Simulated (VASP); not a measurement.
# ZnSe (F-43m) in VASP: notebook, part 2 of 2

VASP 6.6.1. The steps go on from the part before.

## Step 3: Relaxation of cell and atoms, PBEsol

This run uses another cell than the first one, of 22.44 Å³/atom, 0.986 times its volume.

File INCAR:

```
PREC = Accurate ; ENCUT = 600
EDIFF = 1E-7 ; ISMEAR = 0
SIGMA = 0.03 ; LREAL = F
LASPH = T ; NELM = 80
ALGO = Normal ; ISIF = 3
LWAVE = F ; LCHARG = F
GGA = PS ; IBRION = 2
NSW = 90 ; EDIFFG = -0.005
```

File KPOINTS:

```
regular mesh
0
Gamma
  8 8 8
```

File POSCAR:

```
ZnSe                                    
1.0
   -0.0000000000      2.8206646090      2.8206646090
    2.8206646090     -0.0000000000      2.8206646090
    2.8206646090      2.8206646090      0.0000000000
  Zn              Se            
     1     1
Direct
     0.0000000000000000    0.0000000000000000    0.0000000000000000
     0.2500000000000000    0.2500000000000000    0.2500000000000000
```

Potentials or basis: VASP PAW PBE potentials, release 64 (Zn, Se).

Launch:

```sh
$ cat potpaw_PBE.64/Zn/POTCAR potpaw_PBE.64/Se/POTCAR > POTCAR
$ mpirun -np 1 vasp_std > vasp.out
```

OUTCAR:

```text
PREC = Accurate
   ENCUT = 600
   EDIFF = 1E-7
   ISMEAR = 0
   LREAL = F
   LASPH = T
   NELM = 80
   ISIF = 3
   GGA = PS
   IBRION = 2
   NSW = 90
   EDIFFG = -0.005

 ion  position               nearest neighbor table
   1  0.000  0.000  0.000-   2 2.44   2 2.44   2 2.44   2 2.44
   2  0.250  0.250  0.250-   1 2.44   1 2.44   1 2.44   1 2.44

  LATTYP: Found a face centered cubic cell.
 ALAT       =     5.6413292180

  Lattice vectors:

 A1 = (   0.0000000000,   2.8206646090,   2.8206646090)
 A2 = (   2.8206646090,   0.0000000000,   2.8206646090)
 A3 = (   2.8206646090,   2.8206646090,   0.0000000000)

Analysis of symmetry for initial positions (statically):
=====================================================================
 Subroutine PRICEL returns:
 Original cell was already a primitive cell.

 Routine SETGRP: Setting up the symmetry group for a
 face centered cubic supercell.

 Subroutine GETGRP returns: Found 24 space group operations
 (whereof 24 operations were pure point group operations)
 out of a pool of 48 trial point group operations.

The static configuration has the point symmetry T_d .

Analysis of symmetry for dynamics (positions and initial velocities):
=====================================================================
 Subroutine PRICEL returns:
 Original cell was already a primitive cell.

 Routine SETGRP: Setting up the symmetry group for a
 face centered cubic supercell.

 Subroutine GETGRP returns: Found 24 space group operations
 (whereof 24 operations were pure point group operations)
 out of a pool of 48 trial point group operations.

The dynamic configuration has the point symmetry T_d .

 Subroutine INISYM returns: Found 24 space group operations
 (whereof 24 operations are pure point group operations),
 and found     1 'primitive' translations

----------------------------------------------------------------------------------------

                                     Primitive cell

  volume of cell :      44.8833

  direct lattice vectors                    reciprocal lattice vectors
     0.000000000  2.820664609  2.820664609    -0.177263188  0.177263188  0.177263188
     2.820664609  0.000000000  2.820664609     0.177263188 -0.177263188  0.177263188
     2.820664609  2.820664609  0.000000000     0.177263188  0.177263188 -0.177263188

  length of vectors
     3.989022145  3.989022145  3.989022145     0.307028847  0.307028847  0.307028847

  position of ions in fractional coordinates (direct lattice)
     0.000000000  0.000000000  0.000000000
     0.250000000  0.250000000  0.250000000

  ion indices of the primitive-cell ions
   primitive index   ion index
                 1           1
                 2           2

----------------------------------------------------------------------------------------

 KPOINTS: regular mesh

Automatic generation of k-mesh.
 Grid dimensions read from file:
 generate k-points for:    8    8    8

 Generating k-lattice:

  Cartesian coordinates                     Fractional coordinates (reciprocal lattice)
    -0.022157898  0.022157898  0.022157898     0.125000000  0.000000000  0.000000000
     0.022157898 -0.022157898  0.022157898     0.000000000  0.125000000  0.000000000
     0.022157898  0.022157898 -0.022157898     0.000000000  0.000000000  0.125000000

  Length of vectors
     0.038378606  0.038378606  0.038378606

  Shift w.r.t. Gamma in fractional coordinates (k-lattice)
     0.000000000  0.000000000  0.000000000

 Subroutine IBZKPT returns following result:
 ===========================================

 Found     29 irreducible k-points:

 Following reciprocal coordinates:
            Coordinates               Weight
  0.000000  0.000000  0.000000      1.000000
  0.125000  0.000000  0.000000      8.000000
  0.250000  0.000000  0.000000      8.000000
  0.375000  0.000000  0.000000      8.000000
  0.500000  0.000000  0.000000      4.000000
  0.125000  0.125000  0.000000      6.000000
[... 16 lines left out ...]
  0.500000  0.250000  0.125000     48.000000
 -0.375000  0.250000  0.125000     24.000000
 [... further k-points ...]
   k-points           NKPTS =     29   k-points in BZ     NKDIM =     29   number of bands    NBANDS=     13
   number of dos      NEDOS =    301   number of ions     NIONS =      2
   total plane-waves  NPLWV =  32768
   dimension x,y,z NGX =    32 NGY =   32 NGZ =   32
   dimension x,y,z NGXF=    64 NGYF=   64 NGZF=   64
   ions per type =               1   1
   NGX,Y,Z   is equivalent  to a cutoff of  13.34, 13.34, 13.34 a.u.
   NGXF,Y,Z  is equivalent  to a cutoff of  26.67, 26.67, 26.67 a.u.
 SYSTEM =  unknown system
   PREC   = accura    normal or accurate (medium, high low for compatibility)
   ISTART =      0    job   : 0-new  1-cont  2-samecut
   ICHARG =      2    charge: 1-file 2-atom 10-const
   ISPIN  =      1    spin polarized calculation?
   LNONCOLLINEAR =      F non collinear calculations
   LSORBIT =      F    spin-orbit coupling
   LASPH  =      T    aspherical Exc in radial PAW
   ENCUT  =  600.0 eV  44.10 Ry    6.64 a.u.   7.97  7.97  7.97*2*pi/ulx,y,z
   NELM   =     80;   NELMIN=  2; NELMDL= -5     # of ELM steps
   EDIFF  = 0.1E-06   stopping-criterion for ELM
   LREAL  =      F    real-space projection
   EDIFFG = -.5E-02   stopping-criterion for IOM
   NSW    =     90    number of steps for IOM
   IBRION =      2    ionic relax: 0-MD 1-quasi-New 2-CG
   NFREE  =      1    steps in history (QN), initial steepest desc. (CG)
   ISIF   =      3    stress and relaxation
   ISYM   =      2    0-nonsym 1-usesym 2-fastsym
   POTIM  = 0.5000    time-step for ionic-motion
   TEBEG  =    0.0;   TEEND  =   0.0 temperature during run
   PSTRESS=    0.0 pullay stress
   NELECT =      18.0000    total number of electrons
   NUPDOWN=      -1.0000    fix difference up-down
   EMIN   =  10.00;   EMAX   =-10.00  energy-range for DOS
   EFERMI =   0.00;   METHOD = LEGACY
   ISMEAR =     0;   SIGMA  =   0.03  broadening in eV -4-tet -1-fermi 0-gaus
   EFERMI_NEDOS =   21; number of points for ismear=-14 and -15
   IALGO  =     38    algorithm
   IMIX   =      4    mixing-type and parameters
     AMIX     =   0.40;   BMIX     =  1.00
     AMIX_MAG =   1.60;   BMIX_MAG =  1.00
  volume/ion in A,a.u.               =      22.44       151.44
  Fermi-wavevector in a.u.,A,eV,Ry     =   1.207269  2.281408 19.830486  1.457500
  Thomas-Fermi vector in A             =   2.342912
   LORBIT       =      0    0 simple, 1 ext, 2 COOP (PROOUT), +10 PAW based schemes
   GGA     = PS    functional components
   LHFCALC =     F    Hartree Fock is set to
   AEXX    =    0.0000 exact exchange contribution
   IVDW    =     0    specifies the selected vdW correction
   LEPSILON=     F    determine dielectric tensor
   LRPA    =     F    only Hartree local field effects (RPA)
 conjugate gradient relaxation of ions
 non-spin polarized calculation
 Gauss-broadening in eV      SIGMA  =   0.03
  energy-cutoff  :      600.00
  volume of cell :       44.88
 maximum number of plane-waves:      1524
   NGX = 15   NGY = 15   NGZ = 15

 number of electron      17.9999986 magnetization

 Free energy of the ion-electron system (eV)
  ---------------------------------------------------
  ext. energy  EPLUGINS =         0.00000000
  ---------------------------------------------------
  free energy    TOTEN  =        -6.77313575 eV

  energy without entropy =       -6.77313575  energy(sigma->0) =       -6.77313575

 E-fermi :   1.7392     XC(G=0):  -9.5897

 val. band max:        1.6084052323   @ k =   0.0000   0.0000   0.0000
 cond. band min:       2.8345994365   @ k =   0.0000   0.0000   0.0000
 fundamental gap:      1.2261942041
 Fermi energy:         1.7391862649

 k-point     1 :       0.0000    0.0000    0.0000
  band No.  band energies     occupation
      1     -11.7684      2.00000
      2      -5.0007      2.00000
      3      -5.0007      2.00000
      4      -5.0007      2.00000
      5      -4.6164      2.00000
      6      -4.6164      2.00000
      7       1.6084      2.00000
      8       1.6084      2.00000
      9       1.6084      2.00000
     10       2.8346      0.00000
     11       7.3354      0.00000
     12       7.3354      0.00000
     13       7.3354      0.00000
[... 353 lines left out ...]
 k-point    24 :      -0.3750    0.2500    0.1250
  band No.  band energies     occupation
      1     -10.8095      2.00000
      2      -4.8963      2.00000
      3      -4.8556      2.00000
      4      -4.6524      2.00000
      5      -4.6096      2.00000
      6      -4.4004      2.00000
      7      -3.4112      2.00000
      8      -0.8843      2.00000
      9       0.0903      2.00000
     10       5.8075      0.00000
     11       7.0235      0.00000
     12       8.9812      0.00000
     13      10.2160      0.00000

 [... further k-points ...]
[... 5 lines left out ...]
  --------------------------------------------------------------------------------------
  -------------------------------------------------------------------------------------
  Total       -0.0086879     -0.0086879     -0.0086879      0.0000000      0.0000000      0.0000000
  in kB       -0.3101269     -0.3101269     -0.3101269      0.0000000      0.0000000      0.0000000
  external PRESSURE =      -0.3101269 kB  Pullay stress =       0.0000000 kB

 VOLUME and BASIS-vectors are now :
 -----------------------------------------------------------------------------
  energy-cutoff  :      600.00
  volume of cell :       44.88
      direct lattice vectors                 reciprocal lattice vectors
     0.000000000  2.820664609  2.820664609    -0.177263188  0.177263188  0.177263188
     2.820664609  0.000000000  2.820664609     0.177263188 -0.177263188  0.177263188
     2.820664609  2.820664609  0.000000000     0.177263188  0.177263188 -0.177263188

 POSITION                                       TOTAL-FORCE (eV/Angst)
 -----------------------------------------------------------------------------------
      0.00000      0.00000      0.00000         0.000000      0.000000      0.000000
      1.41033      1.41033      1.41033        -0.000000     -0.000000     -0.000000
 -----------------------------------------------------------------------------------
    total drift:                                0.000001      0.000001      0.000000

  FREE ENERGIE OF THE ION-ELECTRON SYSTEM (eV)
  ---------------------------------------------------
  free  energy   TOTEN  =        -6.7731357521 eV

  energy  without entropy=       -6.7731357521  energy(sigma->0) =       -6.77313575

 reached required accuracy - stopping structural energy minimisation
```

OSZICAR:

```text
N       E                     dE             d eps       ncg     rms          rms(c)
DAV:   1     0.930177459609E+02    0.93018E+02   -0.98230E+03   754   0.175E+03
DAV:   2    -0.700484240084E+00   -0.93718E+02   -0.88610E+02   809   0.298E+02
DAV:   3    -0.701012271180E+01   -0.63096E+01   -0.62735E+01   924   0.746E+01
DAV:   4    -0.707783660217E+01   -0.67714E-01   -0.67693E-01   829   0.825E+00
DAV:   5    -0.707818630532E+01   -0.34970E-03   -0.34970E-03   909   0.576E-01    0.479E+00
DAV:   6    -0.679231643462E+01    0.28587E+00   -0.81760E-01   956   0.337E+01    0.372E+00
DAV:   7    -0.677558944546E+01    0.16727E-01   -0.22381E-01   824   0.492E+00    0.161E+00
DAV:   8    -0.677333828430E+01    0.22512E-02   -0.38873E-03   894   0.678E-01    0.470E-01
DAV:   9    -0.677309099568E+01    0.24729E-03   -0.76853E-04   907   0.466E-01    0.667E-02
DAV:  10    -0.677313758254E+01   -0.46587E-04   -0.21711E-04   896   0.218E-01    0.221E-02
DAV:  11    -0.677313564572E+01    0.19368E-05   -0.29285E-05   939   0.863E-02    0.452E-03
DAV:  12    -0.677313573931E+01   -0.93595E-07   -0.79556E-06   872   0.224E-02    0.207E-03
DAV:  13    -0.677313575211E+01   -0.12802E-07   -0.67536E-07   844   0.107E-02
   1 F= -.67731358E+01 E0= -.67731358E+01  d E =-.677314E+01
```

Run time: 7.6 s. Hardware: 1 thread of Intel Xeon 6975P-C (Granite Rapids), shared host; peak memory 0.18 GiB.

Results:

| Quantity | Value |
| --- | --- |
| Free energy | -6.7731 eV |
| Pressure after relaxing | 0.0 GPa |
| Band gap on the k mesh | 1.23 eV, direct |

Final structure:
```xyz
2
Lattice="0.0000 2.8207 2.8207 2.8207 0.0000 2.8207 2.8207 2.8207 0.0000" Properties=species:S:1:pos:R:3 pbc="T T T"
Zn    0.0000    0.0000    0.0000
Se    1.4103    1.4103    1.4103
```

Levels at points of the mesh, in eV from the valence-band top:
| k point | band 7 | band 8 | band 9 | band 10 | band 11 | band 12 |
| --- | --- | --- | --- | --- | --- | --- |
| (0.00, 0.00, 0.00) | 0.00 | 0.00 | 0.00 | 1.23 | 5.73 | 5.73 |
| (0.50, 0.00, 0.00) | -5.37 | -0.90 | -0.90 | 2.47 | 6.30 | 6.30 |
| (0.50, 0.50, 0.00) | -4.85 | -2.26 | -2.26 | 2.81 | 3.37 | 10.71 |

Caveat: the relaxation stopped at its first step, so nothing moved; the PAW data sets were made with another functional, which shifts forces and pressure a little.

## Step 4: Relaxation of cell and atoms, PBEsol

File INCAR:

```
SYSTEM = ZnSe
PREC     = Accurate       ! precision mode
ENCUT    = 600            ! plane-wave cutoff, eV
EDIFF    = 1E-6           ! SCF threshold, eV
ISMEAR   = 0              ! smearing method
SIGMA    = 0.03           ! smearing width, eV
LREAL    = .False.        ! projectors in reciprocal space
LASPH    = .True.         ! aspherical terms in the spheres
NELM     = 80             ! most SCF steps
ALGO     = Normal         ! electronic algorithm
ISIF     = 3              ! what is computed and relaxed
LWAVE    = .False.        ! write WAVECAR
LCHARG   = .False.        ! write CHGCAR
GGA      = PS             ! functional
IBRION   = 2              ! ionic algorithm
NSW      = 90             ! ionic steps
EDIFFG   = -0.01          ! ionic threshold
```

File KPOINTS:

```
regular mesh
0
Gamma
  8 8 8
  0 0 0
```

File POSCAR:

```
ZnSe
1.0
    0.0000000000      2.8338000000      2.8338000000
    2.8338000000      0.0000000000      2.8338000000
    2.8338000000      2.8338000000      0.0000000000
Zn Se
1 1
Direct
    0.0000000000      0.0000000000      0.0000000000
    0.2500000000      0.2500000000      0.2500000000
```

Launch:

```sh
$ cat potpaw_PBE.64/Zn/POTCAR potpaw_PBE.64/Se/POTCAR > POTCAR
$ mpirun -np 1 vasp_std > vasp.out
```

Run time: 45 s. Hardware: 1 thread of AMD EPYC 7R13 (Zen 3), shared host; peak memory 0.17 GiB.

Results (log left out):

| Property | Result |
| --- | --- |
| Free energy | -6.7732 eV |
| Relaxed volume | 22.44 Å³/atom |
| Relaxed cell | a = 3.989 Å, b = 3.989 Å, c = 3.989 Å, α = 60.00°, β = 60.00°, γ = 60.00° |
| Space group after relaxing (to 0.05 Å) | F-43m (No. 216) |
| Energy gained by relaxing | 0.9 meV/atom |
| Ionic steps | 3 |
| Pressure after relaxing | 0.0 GPa |
| Band gap on the k mesh | 1.23 eV, direct |

The path:
```csv
step,energy change (eV),largest force (eV/Å),pressure (GPa),volume (Å³)
1,0.0000,0.0000,-0.91,45.51
2,-0.0017,0.0000,0.45,44.67
3,-0.0019,0.0000,0.01,44.88
```

Final structure:
```yaml
crystal:
  lattice:
    - [0.00000, 2.82066, 2.82066]
    - [2.82066, 0.00000, 2.82066]
    - [2.82066, 2.82066, 0.00000]
  atoms:
    - { symbol: Zn, position: [0.00000, 0.00000, 0.00000] }
    - { symbol: Se, position: [0.25000, 0.25000, 0.25000] }
```

Levels at points of the mesh, in eV from the valence-band top:
| k point | band 6 | band 7 | band 8 | band 9 | band 10 | band 11 | band 12 | band 13 |
| --- | --- | --- | --- | --- | --- | --- | --- | --- |
| (0.00, 0.00, 0.00) | -6.23 | 0.00 | 0.00 | 0.00 | 1.23 | 5.73 | 5.73 | 5.73 |
| (0.50, 0.00, 0.00) | -6.06 | -5.37 | -0.90 | -0.90 | 2.47 | 6.30 | 6.30 | 8.44 |
| (0.50, 0.50, 0.00) | -6.04 | -4.85 | -2.26 | -2.26 | 2.81 | 3.37 | 10.71 | 11.27 |

Caveat: the PAW data sets were made with another functional, which shifts forces and pressure a little. PBEsol gaps usually lie below the measured ones, often by a third to a half.

## Step 5: Relaxation of cell and atoms, PBEsol

This run uses another cell than the first one, of 22.44 Å³/atom, 0.986 times its volume.

Changes to INCAR since step 4:

```diff
@@ -3,3 +3,3 @@
 ENCUT    = 600            ! plane-wave cutoff, eV
-EDIFF    = 1E-6           ! SCF threshold, eV
+EDIFF    = 1E-7           ! SCF threshold, eV
 ISMEAR   = 0              ! smearing method
@@ -16,2 +16,2 @@
 NSW      = 90             ! ionic steps
-EDIFFG   = -0.01          ! ionic threshold
+EDIFFG   = -0.005         ! ionic threshold
```

KPOINTS is that of step 4.

File POSCAR:

```
ZnSe                                    
1.0
    0.0000000000      2.8206646092      2.8206646092
    2.8206646092      0.0000000000      2.8206646092
    2.8206646092      2.8206646092     -0.0000000000
  Zn              Se            
     1     1
Direct
     0.0000000000000000    0.0000000000000000    0.0000000000000000
     0.2500000000000000    0.2500000000000000    0.2500000000000000
```

Launch:

```sh
$ cat potpaw_PBE.64/Zn/POTCAR potpaw_PBE.64/Se/POTCAR > POTCAR
$ mpirun -np 1 vasp_std > vasp.out
```

Run time: 19 s. Hardware: 1 thread of AMD EPYC 7R13 (Zen 3), shared host; peak memory 0.15 GiB.

The run converged. Its results:

```
Free energy             : -6.7731 eV
Pressure after relaxing : 0.0 GPa
Band gap on the k mesh  : 1.23 eV, direct
```

Final structure:
```cif
data_structure
_symmetry_space_group_name_H-M 'P 1'
_symmetry_Int_Tables_number 1
_cell_length_a 3.9890
_cell_length_b 3.9890
_cell_length_c 3.9890
_cell_angle_alpha 60.000
_cell_angle_beta 60.000
_cell_angle_gamma 60.000
_cell_volume 44.88
loop_
_atom_site_label
_atom_site_type_symbol
_atom_site_fract_x
_atom_site_fract_y
_atom_site_fract_z
_atom_site_occupancy
Zn1 Zn 0.00000 0.00000 0.00000 1
Se1 Se 0.25000 0.25000 0.25000 1
```

Levels at points of the mesh, in eV from the valence-band top:
| k point | band 6 | band 7 | band 8 | band 9 | band 10 | band 11 | band 12 | band 13 |
| --- | --- | --- | --- | --- | --- | --- | --- | --- |
| (0.00, 0.00, 0.00) | -6.22 | 0.00 | 0.00 | 0.00 | 1.23 | 5.73 | 5.73 | 5.73 |
| (0.50, 0.00, 0.00) | -6.06 | -5.37 | -0.90 | -0.90 | 2.47 | 6.30 | 6.30 | 8.44 |
| (0.50, 0.50, 0.00) | -6.04 | -4.85 | -2.26 | -2.26 | 2.81 | 3.37 | 10.71 | 11.27 |

Caveat: the relaxation stopped at its first step, so nothing moved; the PAW data sets were made with another functional, which shifts forces and pressure a little.
